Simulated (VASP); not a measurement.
Crystal: KBr.

```
Br K
1.0
     4.04350    0.00000    0.00000
     0.00000    4.04350    0.00000
     0.00000    0.00000    4.04350
Br K
1 1
Direct
  0.50000 0.50000 0.50000
  0.00000 0.00000 0.00000
```

Measurements of this composition are mostly on another form, of space group No. 225.

Program: VASP 6.6.1. Alike in all runs: no spin polarisation; cell as given; k mesh 7 × 7 × 7. Hardware: 1 thread of Intel(R) Xeon(R) 6975P-C (Granite Rapids), with other jobs on the host.

Order these runs on this cell by their wall time, lowest first.
A. task single point; level LDA; potentials or basis VASP PAW LDA potentials, release 64 (Br, K_sv); cutoff (eV) 520; smearing gaussian 0.02 eV
B. task dielectric tensor; level PBEsol+D3(BJ); potentials or basis VASP PAW PBE potentials, release 64 (Br, K_sv); cutoff (eV) 520; smearing fermi-dirac 0.02 eV
C. task density of states; level BLYP+D4; potentials or basis VASP PAW PBE potentials, release 64 (Br_GW, K_sv_GW); cutoff (eV) 800; smearing gaussian 0.1 eV; other keys ENCUT = 800; ALGO = Fast

A (6.9 s), C (37 s), B (140 s).

Caveats: an odd mesh through Γ misses points on the zone boundary, where band edges often lie.
